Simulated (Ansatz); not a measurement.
# Kick test of a cell of NaH

The structure comes from a generated guess, relaxed at this level; another structure or a mixture of phases may lie lower.

These are results of DFT PBE, scalar-relativistic, plane waves, PAW in Ansatz, not measurements. Plane waves to 420 eV, a k mesh through Γ of 6×6×6 on the computed 4-atom cell and Gaussian smearing (0.02 eV); no spin polarisation.

The cell below (4 atoms, space group R3m (No. 160)) is relaxed within its symmetry.

```yaml
crystal:
  lattice:
    - [1.76296, 1.01785, 6.10570]
    - [-1.76296, 1.01785, 6.10570]
    - [0.00000, -2.03570, 6.10570]
  atoms:
    - { symbol: Na, position: [0.24199, 0.24199, 0.24199] }
    - { symbol: Na, position: [0.40634, 0.40634, 0.40634] }
    - { symbol: H, position: [0.01377, 0.01377, 0.01377] }
    - { symbol: H, position: [0.52353, 0.52353, 0.52353] }
```

For the test a repeat of it with 8 atoms (edges 3.53, 6.11, 6.44 Å) was strained at random (σ = 1.5 % a component), the atoms were moved at random (σ = 0.15 Å), and all was relaxed again on a coarse 4×2×4 mesh (in the run’s order of axes) with 0.10 eV smearing, with no symmetry imposed.

Q: Does it come back?

A: It doesn't return. The energy falls by 39 meV/atom on that mesh, the volume changes by 6.4 %, and the end has space group P6_3mc (No. 186) at a loose tolerance. Relaxed again on an 8×8×6 mesh with 0.02 eV smearing, the new structure lies 49 meV/atom below the first (mesh in the axes of the run's cell; the cell below is made exact in the group named). Space group P6_3/mmc (No. 194), hexagonal, a = 3.970 Å, c = 4.882 Å. Around Na lie 3 H at 2.29 Å and 2 H at 2.44 Å; around H lie 3 Na at 2.29 Å and 2 Na at 2.44 Å.

```cif
data_structure
_symmetry_space_group_name_H-M 'P6_3/mmc'
_symmetry_Int_Tables_number 194
_cell_length_a 3.9696
_cell_length_b 3.9696
_cell_length_c 4.8815
_cell_angle_alpha 90.000
_cell_angle_beta 90.000
_cell_angle_gamma 120.000
_cell_volume 66.61
loop_
_atom_site_label
_atom_site_type_symbol
_atom_site_symmetry_multiplicity
_atom_site_Wyckoff_symbol
_atom_site_fract_x
_atom_site_fract_y
_atom_site_fract_z
_atom_site_occupancy
Na1 Na 2 c 0.33333 0.66667 0.25000 1
H1 H 2 d 0.33333 0.66667 0.75000 1
```
